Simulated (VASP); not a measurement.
# MgO (Fm-3m) in VASP: a series of runs

Runs on MgO. Level: LDA. Tasks: single point.

Everything below comes from runs of VASP 6.6.1. Logs are shortened: lines on timing, memory, paths and dates and some standing lists are left out, and cuts for length are marked.

**1. Starting point**

The structure is cubic, space group Fm-3m (No. 225). Conventional cell: a = 4.194 Å, b = 4.194 Å, c = 4.194 Å, α = 90.00°, β = 90.00°, γ = 90.00°. Mg (site symmetry m-3m) has 6 O at 2.10 Å as nearest neighbours. O (site symmetry m-3m) has 6 Mg at 2.10 Å as nearest neighbours.

The cell is a database's computed one.

**2. Single point, LDA**

File INCAR:

```
PREC = Accurate
ENCUT = 400
EDIFF = 1E-7
ISMEAR = 0
SIGMA = 0.5
LREAL = False
LASPH = True
NELM = 100
ALGO = Normal
ISIF = 2
LWAVE = False
LCHARG = False
GGA = CA
NBANDS = 11
ADDGRID = False
```

File KPOINTS:

```
regular mesh
0
Gamma
  4 4 4
```

File POSCAR:

```
MgO
1.0
    0.0000000000      2.0970013927      2.0970013927
    2.0970013927      0.0000000000      2.0970013927
    2.0970013927      2.0970013927      0.0000000000
Mg O
1 1
Direct
   -0.0111690000     -0.0083340000      0.0019910000
    0.5083620000      0.4891820000      0.5308490000
```

Potentials or basis: VASP PAW LDA potentials, release 64 (Mg, O).

Command:

```console
> cat potpaw_LDA.64/Mg/POTCAR potpaw_LDA.64/O/POTCAR > POTCAR
> mpirun -np 1 vasp_std > vasp.out
```

OUTCAR:

```text
PREC = Accurate
   ENCUT = 400
   EDIFF = 1E-7
   ISMEAR = 0
   LREAL = False
   LASPH = True
   NELM = 100
   ISIF = 2
   GGA = CA

 Found     36 irreducible k-points:

 Following reciprocal coordinates:
            Coordinates               Weight
  0.000000  0.000000  0.000000      1.000000
  0.250000  0.000000  0.000000      2.000000
  0.000000  0.250000  0.000000      2.000000
  0.000000  0.000000  0.250000      2.000000
  0.250000  0.250000  0.250000      2.000000
  0.500000  0.000000  0.000000      1.000000
   k-points           NKPTS =     36   k-points in BZ     NKDIM =     36   number of bands    NBANDS=     11
   number of dos      NEDOS =    301   number of ions     NIONS =      2
   total plane-waves  NPLWV =   8000
   dimension x,y,z NGX =    20 NGY =   20 NGZ =   20
   dimension x,y,z NGXF=    40 NGYF=   40 NGZF=   40
   ions per type =               1   1
   NGX,Y,Z   is equivalent  to a cutoff of  11.21, 11.21, 11.21 a.u.
   NGXF,Y,Z  is equivalent  to a cutoff of  22.42, 22.42, 22.42 a.u.
 SYSTEM =  unknown system
   PREC   = accura    normal or accurate (medium, high low for compatibility)
   ISTART =      0    job   : 0-new  1-cont  2-samecut
   ICHARG =      2    charge: 1-file 2-atom 10-const
   ISPIN  =      1    spin polarized calculation?
   LNONCOLLINEAR =      F non collinear calculations
   LSORBIT =      F    spin-orbit coupling
   LASPH  =      T    aspherical Exc in radial PAW
   ENCUT  =  400.0 eV  29.40 Ry    5.42 a.u.   4.84  4.84  4.84*2*pi/ulx,y,z
   NELM   =    100;   NELMIN=  2; NELMDL= -5     # of ELM steps
   EDIFF  = 0.1E-06   stopping-criterion for ELM
   LREAL  =      F    real-space projection
   EDIFFG = 0.1E-05   stopping-criterion for IOM
   NSW    =      0    number of steps for IOM
   IBRION =     -1    ionic relax: 0-MD 1-quasi-New 2-CG
   NFREE  =      0    steps in history (QN), initial steepest desc. (CG)
   ISIF   =      2    stress and relaxation
   ISYM   =      2    0-nonsym 1-usesym 2-fastsym
   POTIM  = 0.5000    time-step for ionic-motion
   TEBEG  =    0.0;   TEEND  =   0.0 temperature during run
   PSTRESS=    0.0 pullay stress
   NELECT =       8.0000    total number of electrons
   NUPDOWN=      -1.0000    fix difference up-down
   EMIN   =  10.00;   EMAX   =-10.00  energy-range for DOS
   EFERMI =   0.00;   METHOD = LEGACY
   ISMEAR =     0;   SIGMA  =   0.50  broadening in eV -4-tet -1-fermi 0-gaus
   EFERMI_NEDOS =   21; number of points for ismear=-14 and -15
   IALGO  =     38    algorithm
   IMIX   =      4    mixing-type and parameters
     AMIX     =   0.40;   BMIX     =  1.00
     AMIX_MAG =   1.60;   BMIX_MAG =  1.00
  volume/ion in A,a.u.               =       9.22        62.23
  Fermi-wavevector in a.u.,A,eV,Ry     =   1.239261  2.341864 20.895389  1.535768
  Thomas-Fermi vector in A             =   2.373752
   LORBIT       =      0    0 simple, 1 ext, 2 COOP (PROOUT), +10 PAW based schemes
   GGA     = CA    functional components
   LHFCALC =     F    Hartree Fock is set to
   AEXX    =    0.0000 exact exchange contribution
   IVDW    =     0    specifies the selected vdW correction
   LEPSILON=     F    determine dielectric tensor
   LRPA    =     F    only Hartree local field effects (RPA)
 non-spin polarized calculation
 Gauss-broadening in eV      SIGMA  =   0.50
  energy-cutoff  :      400.00
  volume of cell :       18.44
 maximum number of plane-waves:       344
   NGX =  9   NGY =  9   NGZ =  9

 number of electron       8.0000000 magnetization

 Free energy of the ion-electron system (eV)
  ---------------------------------------------------
  ext. energy  EPLUGINS =         0.00000000
  ---------------------------------------------------
  free energy    TOTEN  =       -13.40825738 eV

  energy without entropy =      -13.40825738  energy(sigma->0) =      -13.40825738

 E-fermi :   5.2529     XC(G=0): -11.6461

 val. band max:        2.9734392129   @ k =   0.0000   0.0000   0.0000
 cond. band min:       7.7411420812   @ k =   0.0000   0.0000   0.0000
 fundamental gap:      4.7677028683
 Fermi energy:         5.2529410390

 k-point     1 :       0.0000    0.0000    0.0000
  band No.  band energies     occupation
      1     -14.0916      2.00000
      2       2.9468      2.00000
      3       2.9613      2.00000
      4       2.9734      2.00000
      5       7.7411      0.00000
      6      18.5828      0.00000
      7      18.6218      0.00000
      8      18.6751      0.00000
      9      22.5984      0.00000
     10      24.3158      0.00000
     11      24.3373      0.00000

 k-point     2 :       0.2500    0.0000    0.0000
  band No.  band energies     occupation
      1     -13.4649      2.00000
      2       0.2491      2.00000
      3       2.6082      2.00000
      4       2.6347      2.00000
      5      10.0570      0.00000
      6      15.3947      0.00000
      7      19.4271      0.00000
      8      19.4821      0.00000
      9      22.9811      0.00000
     10      23.0286      0.00000
     11      24.8656      0.00000

 k-point     3 :       0.0000    0.2500    0.0000
  band No.  band energies     occupation
      1     -13.4649      2.00000
      2       0.2473      2.00000
      3       2.6157      2.00000
      4       2.6341      2.00000
      5      10.0531      0.00000
      6      15.3847      0.00000
      7      19.4347      0.00000
      8      19.4733      0.00000
      9      22.9818      0.00000
     10      23.0408      0.00000
     11      24.8703      0.00000

 k-point     4 :       0.0000    0.0000    0.2500
  band No.  band energies     occupation
      1     -13.4648      2.00000
      2       0.2512      2.00000
      3       2.6021      2.00000
      4       2.6324      2.00000
      5      10.0616      0.00000
      6      15.4068      0.00000
      7      19.4232      0.00000
      8      19.4875      0.00000
      9      22.9797      0.00000
     10      23.0139      0.00000
     11      24.8604      0.00000

 k-point     5 :       0.2500    0.2500    0.2500
  band No.  band energies     occupation
      1     -13.4646      2.00000
      2       0.2574      2.00000
      3       2.5985      2.00000
      4       2.6125      2.00000
      5      10.0748      0.00000
      6      15.4413      0.00000
      7      19.4423      0.00000
      8      19.4731      0.00000
      9      22.9573      0.00000
     10      22.9871      0.00000
     11      24.8478      0.00000

 k-point     6 :       0.5000    0.0000    0.0000
  band No.  band energies     occupation
      1     -12.7127      2.00000
      2      -1.7778      2.00000
      3       2.2876      2.00000
      4       2.3149      2.00000
      5      10.7798      0.00000
      6      15.4535      0.00000
      7      19.0734      0.00000
      8      19.1833      0.00000
      9      23.6752      0.00000
     10      25.3952      0.00000
     11      25.4507      0.00000

 [... further k-points ...]
[... 5 lines left out ...]
  --------------------------------------------------------------------------------------
  -------------------------------------------------------------------------------------
  Total       -1.1228482     -0.8116967     -1.1976980     -0.0389222     -0.0247691     -0.0126607
  in kB      -97.5451017    -70.5144661   -104.0475271     -3.3812848     -2.1517642     -1.0998736
  external PRESSURE =     -90.7023650 kB  Pullay stress =       0.0000000 kB

 VOLUME and BASIS-vectors are now :
 -----------------------------------------------------------------------------
  energy-cutoff  :      400.00
  volume of cell :       18.44
      direct lattice vectors                 reciprocal lattice vectors
     0.000000000  2.097001393  2.097001393    -0.238435702  0.238435702  0.238435702
     2.097001393  0.000000000  2.097001393     0.238435702 -0.238435702  0.238435702
     2.097001393  2.097001393  0.000000000     0.238435702  0.238435702 -0.238435702

 POSITION                                       TOTAL-FORCE (eV/Angst)
 -----------------------------------------------------------------------------------
      2.08370      2.07776      4.15310         0.289336      0.577688      0.183049
      2.13901      2.17923      2.09185        -0.289336     -0.577688     -0.183049
 -----------------------------------------------------------------------------------
    total drift:                               -0.000039      0.000337     -0.000013

  FREE ENERGIE OF THE ION-ELECTRON SYSTEM (eV)
  ---------------------------------------------------
  free  energy   TOTEN  =       -13.4082573799 eV

  energy  without entropy=      -13.4082573799  energy(sigma->0) =      -13.40825738
```

OSZICAR:

```text
N       E                     dE             d eps       ncg     rms          rms(c)
DAV:   1     0.531535414758E+01    0.53154E+01   -0.41382E+03   976   0.516E+02
DAV:   2    -0.145929215338E+02   -0.19908E+02   -0.19430E+02   921   0.115E+02
DAV:   3    -0.149861253200E+02   -0.39320E+00   -0.39302E+00   947   0.129E+01
DAV:   4    -0.149869410470E+02   -0.81573E-03   -0.81572E-03   861   0.683E-01
DAV:   5    -0.149869435079E+02   -0.24609E-05   -0.24609E-05   936   0.339E-02    0.699E+00
DAV:   6    -0.134725859384E+02    0.15144E+01   -0.84139E+00   894   0.155E+01    0.221E+00
DAV:   7    -0.134336526789E+02    0.38933E-01   -0.64023E-02   822   0.196E+00    0.132E+00
DAV:   8    -0.134088841751E+02    0.24769E-01   -0.31076E-02   834   0.177E+00    0.243E-01
DAV:   9    -0.134083724731E+02    0.51170E-03   -0.93917E-04   945   0.210E-01    0.120E-01
DAV:  10    -0.134082593321E+02    0.11314E-03   -0.33688E-04   867   0.138E-01    0.102E-02
DAV:  11    -0.134082579736E+02    0.13586E-05   -0.47016E-06   906   0.148E-02    0.739E-03
DAV:  12    -0.134082573958E+02    0.57781E-06   -0.32155E-06   858   0.129E-02    0.131E-03
DAV:  13    -0.134082573799E+02    0.15802E-07   -0.37492E-08   438   0.145E-03
   1 F= -.13408257E+02 E0= -.13408257E+02  d E =-.101535E-10
```

stdout:

```text
POSCAR found type information on POSCAR MgO
 POSCAR found :  2 types and       2 ions
 scaLAPACK will be used
 LDA part: xc-table for (Slater(with rela. corr.)+CA(PZ))
 , standard interpolation
 POSCAR, INCAR and KPOINTS ok, starting setup
 FFT: planning ... GRIDC
 FFT: planning ... GRID_SOFT
 FFT: planning ... GRID
 WAVECAR not read
 entering main loop
```

It took 4.4 s on 1 thread of AMD EPYC 9R45 (Zen 5), shared host; peak memory 0.08 GiB.

The run converged, but some of its settings lie outside the range that counts as converged, so its numbers aren't taken as properties of the crystal.

What came out:

* Free energy: -13.4083 eV
* Largest force: 0.672 eV/Å
* Band gap on the k mesh: 4.77 eV, direct

Caveat: the k mesh is coarse (spacing up to 0.65 Å⁻¹), so the values aren't converged; the cutoff is under 1.25 times the usual one of these potentials, so pressure, stress and relaxed cells hold a basis-set (Pulay) error.

**3. Single point, LDA**

Changes to INCAR since step 2:

```diff
@@ -4,3 +4,3 @@
 ISMEAR = 0
-SIGMA = 0.5
+SIGMA = 0.2
 LREAL = False
```

KPOINTS is that of step 2.

File POSCAR:

```
MgO
1.0
    0.0000000000      2.0970013927      2.0970013927
    2.0970013927      0.0000000000      2.0970013927
    2.0970013927      2.0970013927      0.0000000000
Mg O
1 1
Direct
    0.0000000000      0.0000000000      0.0000000000
    0.5000000000      0.5000000000      0.5000000000
```

Potentials or basis: VASP PAW LDA potentials, release 64 (Mg, O).

Command:

```console
> cat potpaw_LDA.64/Mg/POTCAR potpaw_LDA.64/O/POTCAR > POTCAR
> mpirun -np 1 vasp_std > vasp.out
```

Run time: 2.4 s. Hardware: 1 thread of AMD EPYC 9R45 (Zen 5), shared host; peak memory 0.08 GiB.

These settings aren't checked as converged: the numbers below hold their error.

Results:

```
Free energy            : -13.4482 eV
Band gap on the k mesh : 4.78 eV, direct
```

Caveat: the k mesh is coarse (spacing up to 0.65 Å⁻¹), so the values aren't converged; the cutoff is under 1.25 times the usual one of these potentials, so pressure, stress and relaxed cells hold a basis-set (Pulay) error.

**4. Single point, LDA**

INCAR is that of step 3.

KPOINTS is that of step 3.

File POSCAR:

```
MgO
1.0
    0.0000000000      2.0970013927      2.0970013927
    2.0970013927      0.0000000000      2.0970013927
    2.0970013927      2.0970013927      0.0000000000
Mg O
1 1
Direct
   -0.0111690000     -0.0083340000      0.0019910000
    0.5083620000      0.4891820000      0.5308490000
```

Command:

```console
> cat potpaw_LDA.64/Mg/POTCAR potpaw_LDA.64/O/POTCAR > POTCAR
> mpirun -np 1 vasp_std > vasp.out
```

Run time: 4.8 s. Hardware: 1 thread of AMD EPYC 9R45 (Zen 5), shared host; peak memory 0.08 GiB.

The run converged, but some of its settings lie outside the range that counts as converged, so its numbers aren't taken as properties of the crystal.

What came out:

```
Free energy            : -13.4083 eV
Largest force          : 0.672 eV/Å
Band gap on the k mesh : 4.77 eV, direct
```

Caveat: the k mesh is coarse (spacing up to 0.65 Å⁻¹), so the values aren't converged; the cutoff is under 1.25 times the usual one of these potentials, so pressure, stress and relaxed cells hold a basis-set (Pulay) error.

**5. Single point, LDA**

Changes to INCAR since step 4:

```diff
@@ -4,3 +4,3 @@
 ISMEAR = 0
-SIGMA = 0.2
+SIGMA = 0.1
 LREAL = False
```

KPOINTS is that of step 4.

File POSCAR:

```
MgO
1.0
    0.0000000000      2.0970013927      2.0970013927
    2.0970013927      0.0000000000      2.0970013927
    2.0970013927      2.0970013927      0.0000000000
Mg O
1 1
Direct
    0.0000000000      0.0000000000      0.0000000000
    0.5000000000      0.5000000000      0.5000000000
```

Command:

```console
> cat potpaw_LDA.64/Mg/POTCAR potpaw_LDA.64/O/POTCAR > POTCAR
> mpirun -np 1 vasp_std > vasp.out
```

Run time: 2.4 s. Hardware: 1 thread of AMD EPYC 9R45 (Zen 5), shared host; peak memory 0.08 GiB.

The run converged, but some of its settings lie outside the range that counts as converged, so its numbers aren't taken as properties of the crystal.

Results:

```yaml
Free_energy: -13.4482 eV
Band_gap_on_the_k_mesh: 4.78 eV, direct
```

Caveat: the k mesh is coarse (spacing up to 0.65 Å⁻¹), so the values aren't converged; the cutoff is under 1.25 times the usual one of these potentials, so pressure, stress and relaxed cells hold a basis-set (Pulay) error.
